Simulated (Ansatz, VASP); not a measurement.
# Two plane-wave programs on Si3N4

```
CELL_PARAMETERS angstrom
0.00000 3.89468 3.89468
3.89468 0.00000 3.89468
3.89468 3.89468 0.00000
ATOMIC_POSITIONS crystal
Si 0.62500 0.62500 0.62500
Si 0.12500 0.62500 0.62500
Si 0.62500 0.62500 0.12500
Si 0.62500 0.12500 0.62500
Si 0.00000 0.00000 0.00000
Si 0.25000 0.25000 0.25000
N 0.38246 0.38246 0.38246
N 0.39739 0.86754 0.86754
N 0.38246 0.38246 0.85261
N 0.86754 0.39739 0.86754
N 0.85261 0.38246 0.38246
N 0.86754 0.86754 0.86754
N 0.38246 0.85261 0.38246
N 0.86754 0.86754 0.39739
```

Alike in both runs: functional PBE; k mesh 6 × 6 × 6; no spin polarisation.

Ansatz relaxed the structure, and its values are those at the end. VASP's run is a single point on that final structure, the one shown.

|  | VASP | Ansatz |
| --- | --- | --- |
| version | VASP 6.6.1 | Ansatz 0.2.0 |
| potentials or method | VASP PAW PBE potentials, release 64 (Si, N) | scalar-relativistic, plane waves, PAW |
| plane-wave cutoff (eV) | 520 | 600 |
| occupations | gaussian, width 0.01 eV | fixed |
| valence electrons in the cell | 64 | 64 |

VASP gave:

```
gap on the k mesh at the Fermi level (eV) : 3.33
least direct gap on the mesh (eV)         : 3.37
pressure (GPa)                            : -0.2
rms of the force components (eV/Å)        : 0.004
```

Estimate Ansatz's values.

gap on the k mesh at the Fermi level (eV): 3.34; least direct gap on the mesh (eV): 3.38; pressure (GPa): 0.0; rms of the force components (eV/Å): 0.000.

A k mesh can miss the band edges.
